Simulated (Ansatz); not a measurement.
## Point defect: H interstitial in RbBr

All numbers below come from Ansatz, DFT PBE, scalar-relativistic, plane waves, PAW. Run with 420 eV cutoff, 2×2×2 k-mesh, shifted by half a step, Gaussian smearing of 0.01 eV, collinear spin in charge 0 alone.

Host crystal, relaxed:

```xyz
2
Lattice="0.0000 3.5064 3.5064 3.5064 0.0000 3.5064 3.5064 3.5064 0.0000" Properties=species:S:1:pos:R:3 pbc="T T T"
Rb    0.0000    0.0000    0.0000
Br    3.5064    3.5064    3.5064
```

Supercell of 32 atoms, rows in host cell vectors: 1 -3 1; 1 1 -3; 1 1 1. Atoms relax at the host's cell, keeping the symmetry that the supercell leaves at the site. The cell is small, so energies carry finite-size errors of tenths of an eV. The host's Kohn–Sham gap is 4.20 eV. Atoms are taken from and returned to the elements' standard states.

Defect: H interstitial set at (0.250, 0.250, 0.250) of the host cell. Before relaxation its nearest neighbours are 4 Br at 3.04 Å, 4 Rb at 3.04 Å.

```tsv
charge	E_f at the valence band top (eV)	moment (μB)	largest move (Å)	atoms near the site
0	2.26	1.00	0.00	4 Rb at 3.04 Å, 4 Br at 3.04 Å
```